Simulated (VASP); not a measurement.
Here is a VASP 6.6.1 calculation.

Contents of run.py:

```python
from ase.calculators.vasp import Vasp
from ase.dft.bandgap import bandgap
from ase.io import read

atoms = read('Mn.cif')
atoms.set_initial_magnetic_moments([4.0])
calc = Vasp(
    directory='calc',
    xc='rpbe',
    pp='PBE',
    setups='recommended',
    pp_version='54',
    prec='Accurate',
    encut=520,
    ediff=1e-06,
    ismear=0,
    sigma=0.1,
    lreal=False,
    lasph=True,
    nelm=120,
    algo='Normal',
    isif=2,
    lwave=False,
    lcharg=True,
    ispin=2,
    lorbit=11,
    lmaxmix=4,
    ldautype=2,
    ldauprint=1,
    ivdw=13,
    lelf=True,
    lvhar=True,
    ldau_luj={'Mn': {'L': 2, 'U': 3, 'J': 0}},
    kpts=[12, 12, 12],
    gamma=True,
)
atoms.calc = calc

print('energy (eV):', atoms.get_potential_energy())
print('free energy (eV):', atoms.get_potential_energy(force_consistent=True))
print('forces (eV/A):')
print(atoms.get_forces())
print('stress (eV/A^3, Voigt):', atoms.get_stress())
print('Fermi level (eV):', calc.get_fermi_level())
print('moment (muB):', atoms.get_magnetic_moment())
print('site moments (muB):', atoms.get_magnetic_moments())
gap, top, bottom = bandgap(calc)
print('band gap (eV):', gap, 'from (spin, k, band)', top, 'to', bottom)
```

The input Mn.cif:

```cif
data_Mn
_cell_length_a 2.63900055
_cell_length_b 2.65268159
_cell_length_c 2.71600062
_cell_angle_alpha 109.32374227
_cell_angle_beta 110.42309203
_cell_angle_gamma 108.72530152
_space_group_name_H-M_alt 'P1'
_space_group_name_Hall 'P 1'
_space_group_IT_number 1
loop_
_space_group_symop_operation_xyz
'x,y,z'
loop_
_atom_site_label
_atom_site_type_symbol
_atom_site_symmetry_multiplicity
_atom_site_Wyckoff_symbol
_atom_site_fract_x
_atom_site_fract_y
_atom_site_fract_z
_atom_site_occupancy
Mn1 Mn 1 a -0.0393260000 -0.0327630000 -0.0306660000 1
```

Potentials or basis: VASP PAW PBE potentials, release 54 (Mn_pv).

Run with:

```console
$ python run.py
```

Problem. What does it give for the pressure?

Solution. 17.5 GPa.

Problem. Estimate the band gap on the k mesh.

Solution. None (metal or under the smearing width).

Stress tensor (GPa, compression positive):
```
19.21 -0.89  0.93
-0.89 17.93  1.40
 0.93  1.40 15.27
```

Caveat: the PAW data sets were made with another functional, which shifts forces and pressure a little; pairwise dispersion overbinds metals, which lowers pressure and volume; the U is typed as a test and isn't derived for this compound. The state reached can hang on the start; a lower one may exist.
